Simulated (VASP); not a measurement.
Input of a VASP 6.6.1 run:

POSCAR

```
Si
1.0
    0.0000000000      2.7135600000      2.7135600000
    2.7135600000      0.0000000000      2.7135600000
    2.7135600000      2.7135600000      0.0000000000
Si
2
Direct
    0.7500000000      0.7500000000      0.7500000000
    0.5000000000      0.5000000000      0.5000000000
```

Contents of INCAR.step1:

```
ALGO     = Normal         # electronic algorithm
EDIFF    = 1E-4           # SCF threshold, eV
ENCUT    = 600            # plane-wave cutoff, eV
GGA      = PE             # functional
ISMEAR   = 0              # smearing method
LASPH    = True           # aspherical terms in the spheres
LCHARG   = False          # write CHGCAR
LREAL    = False          # projectors in reciprocal space
LWAVE    = True           # write WAVECAR
NELM     = 100            # most SCF steps
PREC     = Accurate       # precision mode
SIGMA    = 0.02           # smearing width, eV
```

The input INCAR.step2:

```
ALGO     = Normal         # electronic algorithm
EDIFF    = 1E-6           # SCF threshold, eV
EDIFFG   = -0.002         # ionic threshold
ENCUT    = 600            # plane-wave cutoff, eV
IBRION   = 2              # ionic algorithm
ISIF     = 3              # what is computed and relaxed
ISMEAR   = 0              # smearing method
ISTART   = 1            
LASPH    = True           # aspherical terms in the spheres
LCHARG   = False          # write CHGCAR
LMIXTAU  = True         
LREAL    = False          # projectors in reciprocal space
LWAVE    = False          # write WAVECAR
METAGGA  = R2SCAN         # meta-GGA
NELM     = 100            # most SCF steps
NSW      = 100            # ionic steps
PREC     = Accurate       # precision mode
PSTRESS  = 77.5         
SIGMA    = 0.02           # smearing width, eV
```

The input KPOINTS:

```
k-points
0
Gamma
  10 10 10
```

Potentials or basis: VASP PAW PBE potentials, release 64 (Si).

The run is started by

```console
$ cat potpaw_PBE.64/Si/POTCAR > POTCAR
$ cp INCAR.step1 INCAR
$ mpirun -np 1 vasp_std > vasp.out
$ cp INCAR.step2 INCAR
$ mpirun -np 1 vasp_std > vasp.out
```

Task: Predict the space group after relaxing (to 0.05 Å).

Result: Fd-3m (No. 227).

Task: What does it give for the band gap on the k mesh?

Result: 0.67 eV, indirect (least direct gap 2.78 eV).

Task: Predict the relaxed volume.

Result: 18.78 Å³/atom.

The path:
```csv
step,energy change (eV),largest force (eV/Å),pressure (GPa),volume (Å³)
1,0.0000,0.0000,0.69,39.96
2,0.2534,0.0000,17.75,35.08
3,0.0590,0.0000,7.65,37.59
4,0.0613,0.0000,7.83,37.55
5,0.0591,0.0000,7.66,37.59
6,0.0602,0.0000,7.73,37.57
7,0.0605,0.0000,7.75,37.56
```

Caveat: the cell is relaxed towards a set pressure, so the enthalpy falls and the energy may rise; the PAW data sets were made with another functional, which shifts forces and pressure a little. A k mesh can miss the band edges.
